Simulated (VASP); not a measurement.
# As (Pm-3m) in VASP: further runs, part 2 of 2

VASP 6.6.1. Earlier steps stand in the parts before.

### 4 Single point, PBEsol

INCAR reads:

```
PREC = Low ; ENCUT = 400
EDIFF = 1E-6 ; ISMEAR = 0
SIGMA = 0.05 ; LREAL = False
LASPH = True ; NELM = 100
ALGO = Normal ; ISIF = 2
LWAVE = False ; LCHARG = False
GGA = PS ; ADDGRID = False
```

KPOINTS reads:

```
regular mesh
0
Gamma
  5 5 5
```

POSCAR reads:

```
As
1.0
    2.7036817444      0.0000000000      0.0000000000
    0.0000000000      2.7036817444      0.0000000000
    0.0000000000      0.0000000000      2.7036817444
As
1
Direct
    0.5000000000      0.5000000000      0.5000000000
```

Potentials or basis: VASP PAW PBE potentials, release 64 (As).

The run is started by

```console
$ cat potpaw_PBE.64/As/POTCAR > POTCAR
$ mpirun -np 1 vasp_std > vasp.out
```

OUTCAR:

```text
PREC = Low
   ENCUT = 400
   EDIFF = 1E-6
   ISMEAR = 0
   LREAL = False
   LASPH = True
   NELM = 100
   ISIF = 2
   GGA = PS

 Found     10 irreducible k-points:

 Following reciprocal coordinates:
            Coordinates               Weight
  0.000000  0.000000  0.000000      1.000000
  0.200000  0.000000  0.000000      6.000000
  0.400000  0.000000  0.000000      6.000000
  0.200000  0.200000  0.000000     12.000000
  0.400000  0.200000  0.000000     24.000000
  0.400000  0.400000  0.000000     12.000000
   k-points           NKPTS =     10   k-points in BZ     NKDIM =     10   number of bands    NBANDS=      6
   number of dos      NEDOS =    301   number of ions     NIONS =      1
   total plane-waves  NPLWV =   2744
   dimension x,y,z NGX =    14 NGY =   14 NGZ =   14
   dimension x,y,z NGXF=    14 NGYF=   14 NGZF=   14
   ions per type =               1
   NGX,Y,Z   is equivalent  to a cutoff of   8.61,  8.61,  8.61 a.u.
   NGXF,Y,Z  is equivalent  to a cutoff of   8.61,  8.61,  8.61 a.u.
 SYSTEM =  unknown system
   PREC   = low       normal or accurate (medium, high low for compatibility)
   ISTART =      0    job   : 0-new  1-cont  2-samecut
   ICHARG =      2    charge: 1-file 2-atom 10-const
   ISPIN  =      1    spin polarized calculation?
   LNONCOLLINEAR =      F non collinear calculations
   LSORBIT =      F    spin-orbit coupling
   LASPH  =      T    aspherical Exc in radial PAW
   ENCUT  =  400.0 eV  29.40 Ry    5.42 a.u.   4.41  4.41  4.41*2*pi/ulx,y,z
   NELM   =    100;   NELMIN=  2; NELMDL= -5     # of ELM steps
   EDIFF  = 0.1E-05   stopping-criterion for ELM
   LREAL  =      F    real-space projection
   EDIFFG = 0.1E-04   stopping-criterion for IOM
   NSW    =      0    number of steps for IOM
   IBRION =     -1    ionic relax: 0-MD 1-quasi-New 2-CG
   NFREE  =      0    steps in history (QN), initial steepest desc. (CG)
   ISIF   =      2    stress and relaxation
   ISYM   =      2    0-nonsym 1-usesym 2-fastsym
   POTIM  = 0.5000    time-step for ionic-motion
   TEBEG  =    0.0;   TEEND  =   0.0 temperature during run
   PSTRESS=    0.0 pullay stress
   NELECT =       5.0000    total number of electrons
   NUPDOWN=      -1.0000    fix difference up-down
   EMIN   =  10.00;   EMAX   =-10.00  energy-range for DOS
   EFERMI =   0.00;   METHOD = LEGACY
   ISMEAR =     0;   SIGMA  =   0.05  broadening in eV -4-tet -1-fermi 0-gaus
   EFERMI_NEDOS =   21; number of points for ismear=-14 and -15
   IALGO  =     38    algorithm
   IMIX   =      4    mixing-type and parameters
     AMIX     =   0.40;   BMIX     =  1.00
     AMIX_MAG =   1.60;   BMIX_MAG =  1.00
  volume/ion in A,a.u.               =      19.76       133.37
  Fermi-wavevector in a.u.,A,eV,Ry     =   1.035403  1.956627 14.586243  1.072059
  Thomas-Fermi vector in A             =   2.169744
   LORBIT       =      0    0 simple, 1 ext, 2 COOP (PROOUT), +10 PAW based schemes
   GGA     = PS    functional components
   LHFCALC =     F    Hartree Fock is set to
   AEXX    =    0.0000 exact exchange contribution
   IVDW    =     0    specifies the selected vdW correction
   LEPSILON=     F    determine dielectric tensor
   LRPA    =     F    only Hartree local field effects (RPA)
 non-spin polarized calculation
 Gauss-broadening in eV      SIGMA  =   0.05
  energy-cutoff  :      400.00
  volume of cell :       19.76
 maximum number of plane-waves:       370
   NGX =  9   NGY =  9   NGZ =  9

 number of electron       5.0000113 magnetization

 Free energy of the ion-electron system (eV)
  ---------------------------------------------------
  ext. energy  EPLUGINS =         0.00000000
  ---------------------------------------------------
  free energy    TOTEN  =        -4.90673426 eV

  energy without entropy =       -4.90312362  energy(sigma->0) =       -4.90492894

 E-fermi :   5.8857     XC(G=0): -10.5645

 val. band max:        5.7681099584   @ k =   0.2000   0.2000   0.0000
 cond. band min:       5.8884898110   @ k =   0.2000   0.2000   0.2000
 fundamental gap:      0.1203798526
 Fermi energy:         5.8857467486

 k-point     1 :       0.0000    0.0000    0.0000
  band No.  band energies     occupation
      1      -9.1945      2.00000
      2       9.9448      0.00000
      3       9.9448      0.00000
      4       9.9448      0.00000
      5      14.3028      0.00000
      6      14.3028      0.00000

 k-point     2 :       0.2000    0.0000    0.0000
  band No.  band energies     occupation
      1      -8.4674      2.00000
      2       4.8167      2.00000
      3      10.5701      0.00000
      4      10.5701      0.00000
      5      14.9525      0.00000
      6      16.2601      0.00000

 k-point     3 :       0.4000    0.0000    0.0000
  band No.  band energies     occupation
      1      -6.6053      2.00000
      2      -0.1993      2.00000
      3      11.9326      0.00000
      4      11.9326      0.00000
      5      16.5576      0.00000
      6      18.4888      0.00000

 k-point     4 :       0.2000    0.2000    0.0000
  band No.  band energies     occupation
      1      -7.7402      2.00000
      2       5.2420      2.00000
      3       5.7681      1.99912
      4      11.1912      0.00000
      5      16.2228      0.00000
      6      18.9868      0.00000

 k-point     5 :       0.4000    0.2000    0.0000
  band No.  band energies     occupation
      1      -5.8748      2.00000
      2       0.4847      2.00000
      3       7.1253      0.00000
      4      12.5394      0.00000
      5      14.4837      0.00000
      6      18.4643      0.00000

 k-point     6 :       0.4000    0.4000    0.0000
  band No.  band energies     occupation
      1      -3.9745      2.00000
      2       1.9495      2.00000
      3       2.2903      2.00000
      4       9.8224      0.00000
      5      13.8360      0.00000
      6      20.5568      0.00000

 [... further k-points ...]
[... 5 lines left out ...]
  --------------------------------------------------------------------------------------
  -------------------------------------------------------------------------------------
  Total       -0.0288262     -0.0288262     -0.0288262      0.0000000      0.0000000      0.0000000
  in kB       -2.3368547     -2.3368547     -2.3368547      0.0000000      0.0000000      0.0000000
  external PRESSURE =      -2.3368547 kB  Pullay stress =       0.0000000 kB

 VOLUME and BASIS-vectors are now :
 -----------------------------------------------------------------------------
  energy-cutoff  :      400.00
  volume of cell :       19.76
      direct lattice vectors                 reciprocal lattice vectors
     2.703681744  0.000000000  0.000000000     0.369866018  0.000000000  0.000000000
     0.000000000  2.703681744  0.000000000     0.000000000  0.369866018  0.000000000
     0.000000000  0.000000000  2.703681744     0.000000000  0.000000000  0.369866018

 POSITION                                       TOTAL-FORCE (eV/Angst)
 -----------------------------------------------------------------------------------
      1.35184      1.35184      1.35184         0.000000      0.000000      0.000000
 -----------------------------------------------------------------------------------
    total drift:                               -0.000000      0.000000      0.000000

  FREE ENERGIE OF THE ION-ELECTRON SYSTEM (eV)
  ---------------------------------------------------
  free  energy   TOTEN  =        -4.9067342626 eV

  energy  without entropy=       -4.9031236177  energy(sigma->0) =       -4.90492894
```

OSZICAR:

```text
N       E                     dE             d eps       ncg     rms          rms(c)
DAV:   1     0.945007313600E+01    0.94501E+01   -0.18481E+03   120   0.495E+02
DAV:   2    -0.469616487426E+01   -0.14146E+02   -0.12440E+02   162   0.701E+01
DAV:   3    -0.490945278718E+01   -0.21329E+00   -0.21037E+00   150   0.125E+01
DAV:   4    -0.490970929509E+01   -0.25651E-03   -0.25640E-03   168   0.505E-01
DAV:   5    -0.490970936518E+01   -0.70093E-07   -0.70858E-07   150   0.687E-03    0.218E+00
DAV:   6    -0.490785230761E+01    0.18571E-02   -0.32248E-04   132   0.170E-01    0.129E+00
DAV:   7    -0.490672510336E+01    0.11272E-02   -0.83826E-04   126   0.269E-01    0.583E-02
DAV:   8    -0.490673387465E+01   -0.87713E-05   -0.23900E-05   144   0.457E-02    0.400E-03
DAV:   9    -0.490673426256E+01   -0.38791E-06   -0.35383E-07   120   0.591E-03
   1 F= -.49067343E+01 E0= -.49049289E+01  d E =-.361064E-02
```

Wall time 7.3 s (1 thread of AMD EPYC 7R13 (Zen 3), shared host); peak memory 0.06 GiB.

These settings aren't checked as converged: the numbers below hold their error.

What came out:

* Free energy: -4.9067 eV
* Pressure: -0.2 GPa
* Band gap on the k mesh: none (metal or under the smearing width)

Caveat: the k mesh is coarse (spacing up to 0.46 Å⁻¹), so the values aren't converged; the PAW data sets were made with another functional, which shifts forces and pressure a little.

### 5 Single point, PBEsol

INCAR, as its differences from that of step 4:

```diff
@@ -1,2 +1,2 @@
-PREC = Low ; ENCUT = 400
+PREC = Normal ; ENCUT = 400
 EDIFF = 1E-6 ; ISMEAR = 0
```

KPOINTS is that of step 4.

POSCAR is that of step 4.

Potentials or basis: VASP PAW PBE potentials, release 64 (As).

The run is started by

```console
$ cat potpaw_PBE.64/As/POTCAR > POTCAR
$ mpirun -np 1 vasp_std > vasp.out
```

OUTCAR:

```text
PREC = Normal
   ENCUT = 400
   EDIFF = 1E-6
   ISMEAR = 0
   LREAL = False
   LASPH = True
   NELM = 100
   ISIF = 2
   GGA = PS

 Found     10 irreducible k-points:

 Following reciprocal coordinates:
            Coordinates               Weight
  0.000000  0.000000  0.000000      1.000000
  0.200000  0.000000  0.000000      6.000000
  0.400000  0.000000  0.000000      6.000000
  0.200000  0.200000  0.000000     12.000000
  0.400000  0.200000  0.000000     24.000000
  0.400000  0.400000  0.000000     12.000000
   k-points           NKPTS =     10   k-points in BZ     NKDIM =     10   number of bands    NBANDS=      6
[... 121 lines left out ...]
      2       1.9495      2.00000
      3       2.2904      2.00000
      4       9.8224      0.00000
      5      13.8360      0.00000
      6      20.5568      0.00000

 [... further k-points ...]
[... 5 lines left out ...]
  --------------------------------------------------------------------------------------
  -------------------------------------------------------------------------------------
  Total       -0.0238020     -0.0238020     -0.0238020      0.0000000      0.0000000     -0.0000000
  in kB       -1.9295535     -1.9295535     -1.9295535      0.0000000      0.0000000     -0.0000000
  external PRESSURE =      -1.9295535 kB  Pullay stress =       0.0000000 kB

 VOLUME and BASIS-vectors are now :
 -----------------------------------------------------------------------------
  energy-cutoff  :      400.00
  volume of cell :       19.76
      direct lattice vectors                 reciprocal lattice vectors
     2.703681744  0.000000000  0.000000000     0.369866018  0.000000000  0.000000000
     0.000000000  2.703681744  0.000000000     0.000000000  0.369866018  0.000000000
     0.000000000  0.000000000  2.703681744     0.000000000  0.000000000  0.369866018

 POSITION                                       TOTAL-FORCE (eV/Angst)
 -----------------------------------------------------------------------------------
      1.35184      1.35184      1.35184         0.000000      0.000000      0.000000
 -----------------------------------------------------------------------------------
    total drift:                                0.000000      0.000000      0.000000

  FREE ENERGIE OF THE ION-ELECTRON SYSTEM (eV)
  ---------------------------------------------------
  free  energy   TOTEN  =        -4.9066834485 eV

  energy  without entropy=       -4.9030728005  energy(sigma->0) =       -4.90487812
```

OSZICAR:

```text
N       E                     dE             d eps       ncg     rms          rms(c)
DAV:   1     0.945004494460E+01    0.94500E+01   -0.18481E+03   120   0.495E+02
DAV:   2    -0.469614447604E+01   -0.14146E+02   -0.12440E+02   162   0.701E+01
DAV:   3    -0.490943026396E+01   -0.21329E+00   -0.21037E+00   150   0.125E+01
DAV:   4    -0.490968676720E+01   -0.25650E-03   -0.25640E-03   168   0.505E-01
DAV:   5    -0.490968683812E+01   -0.70921E-07   -0.70857E-07   150   0.687E-03    0.218E+00
DAV:   6    -0.490780724443E+01    0.18796E-02   -0.32182E-04   132   0.169E-01    0.129E+00
DAV:   7    -0.490667430084E+01    0.11329E-02   -0.83757E-04   126   0.268E-01    0.582E-02
DAV:   8    -0.490668306763E+01   -0.87668E-05   -0.23944E-05   144   0.458E-02    0.399E-03
DAV:   9    -0.490668344849E+01   -0.38086E-06   -0.35019E-07   120   0.588E-03
   1 F= -.49066834E+01 E0= -.49048781E+01  d E =-.361065E-02
```

stdout:

```text
POSCAR found type information on POSCAR As
 POSCAR found :  1 types and       1 ions
 scaLAPACK will be used
 -----------------------------------------------------------------------------
|                                                                             |
|                                                                             |
|     You enforced a specific xc type in the INCAR file but a different       |
|     I HOPE YOU KNOW WHAT YOU ARE DOING!                                     |
|                                                                             |
 -----------------------------------------------------------------------------

 LDA part: xc-table for (Slater+PW92), standard interpolation
 POSCAR, INCAR and KPOINTS ok, starting setup
 FFT: planning ... GRIDC
 FFT: planning ... GRID_SOFT
 FFT: planning ... GRID
 WAVECAR not read
 entering main loop
```

Run time: 7.6 s. Hardware: 1 thread of AMD EPYC 7R13 (Zen 3), shared host; peak memory 0.07 GiB.

These settings aren't checked as converged: the numbers below hold their error.

Results:

```
Free energy            : -4.9067 eV
Pressure               : -0.2 GPa
Band gap on the k mesh : none (metal or under the smearing width)
```

Caveat: the k mesh is coarse (spacing up to 0.46 Å⁻¹), so the values aren't converged; the PAW data sets were made with another functional, which shifts forces and pressure a little.
